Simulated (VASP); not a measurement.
Input of a VASP 6.6.1 run:

The input INCAR:

```
SYSTEM = Al2O3
  PREC = Accurate
  ENCUT = 520
  EDIFF = 1E-7
  ISMEAR = 0
  SIGMA = 0.01
  LREAL = .FALSE.
  LASPH = .TRUE.
  NELM = 100
  ALGO = Normal
  ISIF = 2
  LWAVE = .FALSE.
  LCHARG = .FALSE.
  GGA = PS
  NBANDS = 35
```

The input KPOINTS:

```
regular mesh
0
G
  6 6 6
  0 0 0
```

File POSCAR:

```
Al2O3
1.0
    2.3868969232      1.3780755811      4.3382025223
   -2.3868969232      1.3780755811      4.3382025223
    0.0000000000     -2.7561511623      4.3382025223
Al O
4 6
Direct
    0.3520791541      0.3520791541      0.3520791541
    0.1479208459      0.1479208459      0.1479208459
    0.6479208459      0.6479208459      0.6479208459
    0.8520791541      0.8520791541      0.8520791541
    0.5558606362      0.9441393638      0.2500000000
    0.2500000000      0.5558606362      0.9441393638
    0.9441393638      0.2500000000      0.5558606362
    0.4441393638      0.0558606362      0.7500000000
    0.7500000000      0.4441393638      0.0558606362
    0.0558606362      0.7500000000      0.4441393638
```

Potentials or basis: VASP PAW PBE potentials, release 64 (Al, O).

Command:

```console
$ cat potpaw_PBE.64/Al/POTCAR potpaw_PBE.64/O/POTCAR > POTCAR
$ mpirun -np 1 vasp_std > vasp.out
```

Question: Predict the largest force.

Answer: 0.005 eV/Å.

Question: What does it give for the band gap on the k mesh?

Answer: 6.04 eV, direct.

Question: Predict the pressure.

Answer: 0.1 GPa.

Stress tensor (GPa, compression positive):
```
0.10 0.00 0.00
0.00 0.10 0.00
0.00 0.00 0.01
```

Caveat: the PAW data sets were made with another functional, which shifts forces and pressure a little. A k mesh can miss the band edges.
